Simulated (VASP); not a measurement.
# C (Diamond): zone-centre modes, functional by functional, part 2 of 3

How much do the zone-centre frequencies of C (Diamond) depend on the functional? The starting structure is a measured crystal structure from the Crystallography Open Database.

VASP 6.6.1.

Results so far: LDA T2g 1321.5 cm⁻¹.

**3. Modes with LDA at the measured cell**

Level of this step: LDA; plane waves and PAW (C) (VASP).

A relaxation of the atoms in the fixed cell, not shown, had nothing to move.

Input file INCAR:

```
SYSTEM = C
PREC = Accurate
ENCUT = 520
EDIFF = 1E-08
NELM = 100
ISMEAR = 0
SIGMA = 0.03
LREAL = .FALSE.
ALGO = Normal
GGA = CA
NBANDS = 10
LORBIT = 11
LWAVE = .FALSE.
LCHARG = .FALSE.
KPAR = 4
IBRION = 8
LEPSILON = .TRUE.
LPEAD = .TRUE.
ISIF = 2
```

Input file POSCAR:

```
C
1.0
    0.0000000000      1.7833700000      1.7833700000
    1.7833700000      0.0000000000      1.7833700000
    1.7833700000      1.7833700000      0.0000000000
C
2
Direct
    0.7500000000      0.7500000000      0.7500000000
    0.5000000000      0.5000000000      0.5000000000
```

Input file KPOINTS:

```
Automatic mesh
0
Gamma
14 14 14
0 0 0
```

PAW data sets: C (LDA family, release 64).

On the command line:

```sh
> mpirun -np 4 vasp_std
```

The log of the run:

```text
[... set-up lines as in an earlier step ...]
 entering main loop
       N       E                     dE             d eps       ncg     rms          rms(c)
DAV:   1    -0.301718769662E+01   -0.30172E+01   -0.48191E+03  2226   0.764E+02
DAV:   2    -0.207137150351E+02   -0.17697E+02   -0.17047E+02  2944   0.124E+02
DAV:   3    -0.210365349082E+02   -0.32282E+00   -0.32206E+00  2436   0.131E+01
DAV:   4    -0.210372609693E+02   -0.72606E-03   -0.72602E-03  2298   0.728E-01
[...]
DAV:  10    -0.202352740914E+02   -0.14797E-05   -0.17249E-06  2288   0.117E-02    0.439E-03
DAV:  11    -0.202352740315E+02    0.59816E-07   -0.58329E-08  2354   0.198E-03    0.741E-04
DAV:  12    -0.202352740238E+02    0.77756E-08   -0.13677E-09  1234   0.368E-04
   1 F= -.20235274E+02 E0= -.20235274E+02  d E =-.895562E-25
 Linear response reoptimize wavefunctions to high precision
DAV:   1    -0.202352740222E+02    0.15746E-08   -0.85996E-11  1376   0.977E-05
DAV:   2    -0.202352740222E+02   -0.27512E-10   -0.33832E-12  1102   0.198E-05
 Linear response to external field (no local field effect), progress :
[...]
RMM:   9    -0.159512652440E+00    0.12620E-06   -0.45633E-12  3850   0.202E-05    0.221E-06
 change of polarisation eV/A/(eV/A) component  3 :     0.015     0.061     0.301
 dielectric tensor                  component  3 :     0.247     0.977     5.804
 Linear response DOF=           1
 Linear response progress:
  Degree of freedom:   1/  1
       N       E                     dE             d eps       ncg     rms          rms(c)
RMM:   1    -0.118711017018E+00   -0.11871E+00   -0.15619E-02 20459   0.207E+00
RMM:   2    -0.109655621357E+00    0.90554E-02   -0.66205E-04 13018   0.398E-01    0.182E-01
RMM:   3    -0.109984152332E+00   -0.32853E-03   -0.69508E-05 12875   0.106E-01    0.996E-02
RMM:   4    -0.110736207750E+00   -0.75206E-03   -0.11738E-04 12773   0.110E-01    0.131E-02
[...]
RMM:   8    -0.110696718197E+00   -0.12653E-07   -0.18634E-08 14276   0.392E-05    0.942E-06
RMM:   9    -0.110696607354E+00    0.11084E-06   -0.16435E-08 14775   0.128E-05    0.152E-06
RMM:  10    -0.110696603952E+00    0.34023E-08   -0.28766E-10 11740   0.208E-06    0.158E-07
 first order change of Fermi-energy   0.39515E-04
 force on displaced ion       1 direction 1 : -36.600   0.000   0.000
 Born effective charge ion    1 direction 1 :  -0.001   0.000   0.000
 Born effective charges drift removed
 Linear response finished
```

Elapsed: 17 s, on 4 MPI ranks of Intel Xeon 6975P-C (Granite Rapids), shared host; peak memory 1.1 GiB.

Parts of OUTCAR (step 3):

```text
  Total       -0.8236983     -0.8236983     -0.8236983      0.0000000     -0.0000000     -0.0000000
  in kB     -116.3387487   -116.3387487   -116.3387487      0.0000000     -0.0000000     -0.0000000
  external PRESSURE =    -116.3387487 kB  Pullay stress =       0.0000000 kB

 POSITION                                       TOTAL-FORCE (eV/Angst)
 -----------------------------------------------------------------------------------
      2.67505      2.67505      2.67505        -0.000000     -0.000000     -0.000000
      1.78337      1.78337      1.78337         0.000000      0.000000      0.000000
 -----------------------------------------------------------------------------------
    total drift:                                0.000000     -0.000000      0.000000

 MACROSCOPIC STATIC DIELECTRIC TENSOR (including local field effects in DFT)
 ------------------------------------------------------
           5.803590     0.000000     0.000000
          -0.000000     5.803590     0.000000
           0.000000     0.000000     5.803590
 ------------------------------------------------------

 MACROSCOPIC STATIC DIELECTRIC TENSOR IONIC CONTRIBUTION
 ------------------------------------------------------
           0.000000     0.000000     0.000000
           0.000000     0.000000     0.000000
           0.000000     0.000000     0.000000
 ------------------------------------------------------

[... 1 part as in an earlier step ...]

[... 1 further part left out ...]
```

With LDA at the measured cell the mode is T2g 1287.3 cm⁻¹, -34.2 cm⁻¹ from LDA.

**4. Modes with PBEsol**

PBEsol restores the gradient expansion of exchange and is tuned for the cells of solids. The cell comes from a relaxation at this level, not shown (11.25 Å³).

Changes to INCAR since step 3:

```diff
@@ -9,3 +9,3 @@
 ALGO = Normal
-GGA = CA
+GGA = PS
 NBANDS = 10
```

Input file POSCAR:

```
C
1.0
    0.0000000000      1.7783247122      1.7783247122
    1.7783247122      0.0000000000      1.7783247122
    1.7783247122      1.7783247122      0.0000000000
C
2
Direct
    0.7500000000      0.7500000000      0.7500000000
    0.5000000000      0.5000000000      0.5000000000
```

KPOINTS is that of step 3.

The projector-augmented-wave data sets are C (PBE family, release 64).

On the command line:

```sh
> mpirun -np 4 vasp_std
```

The log of the run:

```text
[banner, memory and clock lines left out]
running    4 mpi-ranks, on    1 nodes
[...]
|                                                                             |
|               ----> ADVICE to this user running VASP <----                  |
|                                                                             |
|     You enforced a specific xc type in the INCAR file but a different       |
|     [... a line on the potential file left out ...]
|     I HOPE YOU KNOW WHAT YOU ARE DOING!                                     |
|                                                                             |

 LDA part: xc-table for (Slater+PW92), standard interpolation
 POSCAR, INCAR and KPOINTS ok, starting setup
[...]
entering main loop
       N       E                     dE             d eps       ncg     rms          rms(c)
DAV:   1    -0.125118982270E+00   -0.12512E+00   -0.49488E+03  2220   0.772E+02
DAV:   2    -0.195820048644E+02   -0.19457E+02   -0.18854E+02  2894   0.129E+02
[...]
RMM:   9    -0.159516880108E+00    0.49798E-07   -0.12378E-11  5156   0.429E-05    0.213E-06
 change of polarisation eV/A/(eV/A) component  3 :     0.016     0.062     0.301
 dielectric tensor                  component  3 :     0.253     1.000     5.844
 Linear response DOF=           1
 Linear response progress:
  Degree of freedom:   1/  1
       N       E                     dE             d eps       ncg     rms          rms(c)
RMM:   1    -0.119806984185E+00   -0.11981E+00   -0.18840E-02 20560   0.203E+00
RMM:   2    -0.110532353063E+00    0.92746E-02   -0.55937E-04 13059   0.383E-01    0.178E-01
RMM:   3    -0.110867690839E+00   -0.33534E-03   -0.50889E-05 12957   0.100E-01    0.979E-02
RMM:   4    -0.111591497505E+00   -0.72381E-03   -0.77975E-05 12894   0.105E-01    0.130E-02
[...]
RMM:   8    -0.111546947165E+00   -0.13291E-07   -0.39395E-08 14499   0.604E-05    0.894E-06
RMM:   9    -0.111546846408E+00    0.10076E-06   -0.15820E-08 14955   0.225E-05    0.251E-06
RMM:  10    -0.111546845689E+00    0.71857E-09   -0.23569E-09 12791   0.146E-05    0.315E-07
 first order change of Fermi-energy  -0.17120E+02
 force on displaced ion       1 direction 1 : -37.777  -0.000  -0.000
 Born effective charge ion    1 direction 1 :  -0.001   0.000   0.000
 Born effective charges drift removed
 Linear response finished
```

Run time: 18 s. Hardware: 4 MPI ranks; peak memory 1.1 GiB; 70 s of CPU time.

OUTCAR, selected parts (step 4):

```text
  Total        0.0011430      0.0011430      0.0011430      0.0000000      0.0000000     -0.0000000
  in kB        0.1628148      0.1628148      0.1628148      0.0000000      0.0000000     -0.0000000
  external PRESSURE =       0.1628148 kB  Pullay stress =       0.0000000 kB

 POSITION                                       TOTAL-FORCE (eV/Angst)
 -----------------------------------------------------------------------------------
      2.66749      2.66749      2.66749        -0.000000     -0.000000     -0.000000
      1.77832      1.77832      1.77832         0.000000      0.000000      0.000000
 -----------------------------------------------------------------------------------
    total drift:                                0.000000     -0.000000      0.000000

 MACROSCOPIC STATIC DIELECTRIC TENSOR (including local field effects in DFT)
 ------------------------------------------------------
           5.843868     0.000000    -0.000000
          -0.000000     5.843868    -0.000000
           0.000000     0.000000     5.843868
 ------------------------------------------------------

 MACROSCOPIC STATIC DIELECTRIC TENSOR IONIC CONTRIBUTION
 ------------------------------------------------------
           0.000000     0.000000    -0.000000
           0.000000     0.000000     0.000000
          -0.000000     0.000000     0.000000
 ------------------------------------------------------

[... 1 part as in an earlier step ...]

[... 1 further part left out ...]
```

With PBEsol the mode is T2g 1307.9 cm⁻¹, -13.6 cm⁻¹ from LDA.

**5. Modes with PBE**

PBE, the usual starting point, adds the gradient of the density. The cell comes from a relaxation at this level, not shown (11.41 Å³).

Changes to INCAR since step 4:

```diff
@@ -9,3 +9,3 @@
 ALGO = Normal
-GGA = PS
+GGA = PE
 NBANDS = 10
```

Input file POSCAR:

```
C
1.0
    0.0000000000      1.7867098357      1.7867098357
    1.7867098357      0.0000000000      1.7867098357
    1.7867098357      1.7867098357      0.0000000000
C
2
Direct
    0.7500000000      0.7500000000      0.7500000000
    0.5000000000      0.5000000000      0.5000000000
```

KPOINTS is that of step 4.

On the command line:

```sh
> mpirun -np 4 vasp_std
```

The log of the run:

```text
[banner, memory and clock lines left out]
running    4 mpi-ranks, on    1 nodes
[...]
LDA part: xc-table for (Slater+PW92), standard interpolation
 POSCAR, INCAR and KPOINTS ok, starting setup
[...]
entering main loop
       N       E                     dE             d eps       ncg     rms          rms(c)
DAV:   1    -0.121875201427E+01   -0.12188E+01   -0.47534E+03  2252   0.760E+02
DAV:   2    -0.185238519742E+02   -0.17305E+02   -0.16685E+02  2822   0.125E+02
DAV:   3    -0.188132564498E+02   -0.28940E+00   -0.28866E+00  2444   0.125E+01
DAV:   4    -0.188138414997E+02   -0.58505E-03   -0.58501E-03  2268   0.628E-01
[...]
DAV:  11    -0.181858371710E+02   -0.43606E-07   -0.20735E-07  2656   0.445E-03    0.664E-04
DAV:  12    -0.181858371301E+02    0.40932E-07   -0.20092E-08  2212   0.152E-03    0.207E-04
DAV:  13    -0.181858371265E+02    0.35775E-08   -0.53325E-10  1190   0.207E-04
   1 F= -.18185837E+02 E0= -.18185837E+02  d E =-.319882E-38
 Linear response reoptimize wavefunctions to high precision
[...]
RMM:   9    -0.163292739278E+00    0.75783E-08   -0.62538E-11  7049   0.788E-05    0.177E-06
 change of polarisation eV/A/(eV/A) component  3 :     0.015     0.062     0.305
 dielectric tensor                  component  3 :     0.245     0.982     5.830
 Linear response DOF=           1
 Linear response progress:
  Degree of freedom:   1/  1
       N       E                     dE             d eps       ncg     rms          rms(c)
RMM:   1    -0.119788342899E+00   -0.11979E+00   -0.14663E-02 20540   0.205E+00
RMM:   2    -0.110694900442E+00    0.90934E-02   -0.96177E-04 13033   0.389E-01    0.175E-01
RMM:   3    -0.111037149805E+00   -0.34225E-03   -0.42952E-05 12864   0.991E-02    0.972E-02
RMM:   4    -0.111803981790E+00   -0.76683E-03   -0.10143E-04 12776   0.105E-01    0.138E-02
[...]
RMM:   8    -0.111746984498E+00   -0.11631E-06   -0.39454E-09 14461   0.886E-05    0.150E-05
RMM:   9    -0.111746809697E+00    0.17480E-06   -0.11856E-08 14738   0.281E-05    0.406E-06
RMM:  10    -0.111746816391E+00   -0.66936E-08   -0.27708E-09 13211   0.118E-05    0.354E-07
 first order change of Fermi-energy   0.37303E-04
 force on displaced ion       1 direction 1 : -36.895  -0.000  -0.000
 Born effective charge ion    1 direction 1 :  -0.001   0.000   0.000
 Born effective charges drift removed
 Linear response finished
```

Wall time 19 s (4 MPI ranks); peak memory 1.1 GiB.

From OUTCAR (step 5):

```text
  Total       -0.0003806     -0.0003806     -0.0003806     -0.0000000     -0.0000000     -0.0000000
  in kB       -0.0534518     -0.0534518     -0.0534518     -0.0000000     -0.0000000     -0.0000000
  external PRESSURE =      -0.0534518 kB  Pullay stress =       0.0000000 kB

 POSITION                                       TOTAL-FORCE (eV/Angst)
 -----------------------------------------------------------------------------------
      2.68006      2.68006      2.68006         0.000000      0.000000      0.000000
      1.78671      1.78671      1.78671        -0.000000     -0.000000     -0.000000
 -----------------------------------------------------------------------------------
    total drift:                                0.000000     -0.000000      0.000000

 MACROSCOPIC STATIC DIELECTRIC TENSOR (including local field effects in DFT)
 ------------------------------------------------------
           5.829968    -0.000000    -0.000000
          -0.000000     5.829968    -0.000000
          -0.000000     0.000000     5.829968
 ------------------------------------------------------

[... 2 parts as in an earlier step ...]

[... 1 further part left out ...]
```

With PBE the mode is T2g 1292.5 cm⁻¹, -29.0 cm⁻¹ from LDA.

**6. Modes with PBEsol + D3(BJ)**

D3 with Becke-Johnson damping keeps a finite attraction at short range. The cell comes from a relaxation at this level, not shown (11.15 Å³).

Input file INCAR:

```
SYSTEM = C
PREC = Accurate
ENCUT = 520
EDIFF = 1E-08
NELM = 100
ISMEAR = 0
SIGMA = 0.03
LREAL = .FALSE.
ALGO = Normal
GGA = PS
IVDW = 12
NBANDS = 10
LORBIT = 11
LWAVE = .FALSE.
LCHARG = .FALSE.
KPAR = 4
IBRION = 6
NFREE = 2
POTIM = 0.015
NSW = 1
ISIF = 2
```

Input file POSCAR:

```
C
1.0
    0.0000000000      1.7733616075      1.7733616075
    1.7733616075      0.0000000000      1.7733616075
    1.7733616075      1.7733616075      0.0000000000
C
2
Direct
    0.7500000000      0.7500000000      0.7500000000
    0.5000000000      0.5000000000      0.5000000000
```

KPOINTS is that of step 5.

On the command line:

```sh
> mpirun -np 4 vasp_std
```

The log of the run:

```text
[banner, memory and clock lines left out]
running    4 mpi-ranks, on    1 nodes
[...]
[... a notice as in an earlier step ...]

 LDA part: xc-table for (Slater+PW92), standard interpolation
 POSCAR, INCAR and KPOINTS ok, starting setup
[...]
entering main loop
       N       E                     dE             d eps       ncg     rms          rms(c)
DAV:   1    -0.951223473086E+00   -0.95122E+00   -0.48229E+03  2214   0.765E+02
DAV:   2    -0.196355663675E+02   -0.18684E+02   -0.18111E+02  2796   0.128E+02
DAV:   3    -0.199446274626E+02   -0.30906E+00   -0.30860E+00  2442   0.132E+01
DAV:   4    -0.199452319814E+02   -0.60452E-03   -0.60449E-03  2248   0.652E-01
[...]
DAV:  11    -0.192485898094E+02    0.13765E-06   -0.68103E-08  2628   0.247E-03    0.461E-04
DAV:  12    -0.192485897950E+02    0.14421E-07   -0.24749E-09  1396   0.545E-04    0.850E-05
DAV:  13    -0.192485897959E+02   -0.89267E-09   -0.21072E-10  1120   0.129E-04
   1 F= -.19512274E+02 E0= -.19512274E+02  d E =-.310573E-16
[...]
DAV:   5    -0.192442698572E+02    0.88871E-06   -0.21724E-06  9240   0.106E-02    0.370E-04
DAV:   6    -0.192442698641E+02   -0.69199E-08   -0.99429E-08  9542   0.278E-03
   2 F= -.19507954E+02 E0= -.19507954E+02  d E =-.980580E-41
 Finite differences progress:
  Degree of freedom:   1/  1
  Displacement:        1/  2
  Total:               1/  2
[...]
N       E                     dE             d eps       ncg     rms          rms(c)
DAV:   1    -0.192450661524E+02   -0.79630E-03   -0.12325E+00  8626   0.834E+00    0.253E-01
DAV:   2    -0.192447313386E+02    0.33481E-03   -0.64034E-03  9540   0.734E-01    0.148E-01
DAV:   3    -0.192442767347E+02    0.45460E-03   -0.10770E-03  9522   0.255E-01    0.163E-02
DAV:   4    -0.192442728680E+02    0.38667E-05   -0.45125E-05  9608   0.625E-02    0.967E-03
DAV:   5    -0.192442698252E+02    0.30428E-05   -0.76641E-06  9304   0.199E-02    0.852E-04
DAV:   6    -0.192442698541E+02   -0.28883E-07   -0.34958E-07  9654   0.523E-03    0.412E-04
DAV:   7    -0.192442698517E+02    0.24549E-08   -0.66761E-09  5766   0.622E-04
   3 F= -.19507954E+02 E0= -.19507954E+02  d E =-.992862E-41
 Finite differences progress:
  Degree of freedom:   1/  1
  Displacement:        2/  2
  Total:               2/  2
```

The job ended after 7.6 s (4 MPI ranks; peak memory 0.74 GiB).

OUTCAR, selected parts (step 6):

```text
 Edisp (eV)   -0.26368

 Edisp (eV)   -0.26368

  Total       0.00339     0.00801     0.00801     0.00000     0.06836     0.00000
  in kB       0.48658     1.15001     1.15001     0.00000     9.81929     0.00000
  external pressure =        0.93 kB  Pullay stress =        0.00 kB

 POSITION                                       TOTAL-FORCE (eV/Angst)
 -----------------------------------------------------------------------------------
      2.64504      2.66004      2.66004         0.575845     -0.000000     -0.000000
      1.77336      1.77336      1.77336        -0.575845      0.000000      0.000000
 -----------------------------------------------------------------------------------
    total drift:                                0.000007     -0.000001     -0.000001

  FREE ENERGIE OF THE ION-ELECTRON SYSTEM (eV)
  ---------------------------------------------------
  free  energy   TOTEN  =       -19.5079542719 eV

  energy  without entropy=      -19.5079542719  energy(sigma->0) =      -19.50795427

[... 1 part as in an earlier step ...]

[... 2 further parts left out ...]
[key lines of the parts left out:]
E-fermi :  10.4604
```

The last energy, forces and stress in OUTCAR belong to the last displaced cell, not to that of POSCAR.

With PBEsol + D3(BJ) the mode is T2g 1318.5 cm⁻¹, -3.0 cm⁻¹ from LDA.

(Part 2 of 3 ends here.)

[Lines on the potential files, build, host, timing and source positions are cut from VASP's logs without a mark.]

[Logs are printed without paths, hosts, clocks, repeated set-up lines and the standing remarks that a program may print on its own settings, such as how far it seeks lower states.]

[Hosts, paths, dates, database ids (printed as entryN), source tags and the programs' standing remarks are cut or masked in the printed files.]
